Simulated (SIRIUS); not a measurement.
Al:

```
Al
1.0
     4.54673    0.00000    0.00000
    -2.27337    3.93758    0.00000
     0.00000    0.00000    2.75393
Al
2
Direct
  0.33333 0.66667 0.50000
  0.66667 0.33333 0.50000
```

The cell was built by a generator and needn't be a form met in nature.

- Program: SIRIUS 7.10.0
- Task: relaxation of cell and atoms
- Functional: PBE
- Dispersion: D3(BJ)
- Potentials or basis: PseudoDojo 0.4.1 PBE standard (scalar relativistic)
- Cutoff: 557 eV
- Density cutoff: 2229 eV
- k mesh: 5 × 5 × 7
- Occupations: fermi-dirac, width 0.05 eV
- Spin: no spin polarisation

At the start: pressure -1.4 GPa; volume 24.65 Å³/atom.

How do energy, volume and symmetry change on relaxing?

Over 4 steps the energy falls by 5.8 meV/atom and the volume is 23.83 Å³/atom (-3.3 %); space group P6/mmm (No. 191, to 0.05 Å).

The path:
| step | energy change (eV) | largest force (eV/Å) | pressure (GPa) | volume (Å³) |
| --- | --- | --- | --- | --- |
| 1 | 0.0000 | 0.0002 | -1.39 | 49.30 |
| 2 | -0.0029 | 0.0002 | -1.22 | 49.08 |
| 3 | -0.0116 | 0.0001 | 0.04 | 47.60 |
| 4 | -0.0117 | 0.0001 | -0.02 | 47.67 |

Final structure:
```cif
data_structure
_symmetry_space_group_name_H-M 'P 1'
_symmetry_Int_Tables_number 1
_cell_length_a 4.5232
_cell_length_b 4.5232
_cell_length_c 2.6902
_cell_angle_alpha 90.000
_cell_angle_beta 90.000
_cell_angle_gamma 119.999
_cell_volume 47.67
loop_
_atom_site_label
_atom_site_type_symbol
_atom_site_fract_x
_atom_site_fract_y
_atom_site_fract_z
_atom_site_occupancy
Al1 Al 0.33333 0.66667 0.50000 1
Al2 Al 0.66667 0.33333 0.50000 1
```

Caveat: pairwise dispersion overbinds metals, which lowers pressure and volume.
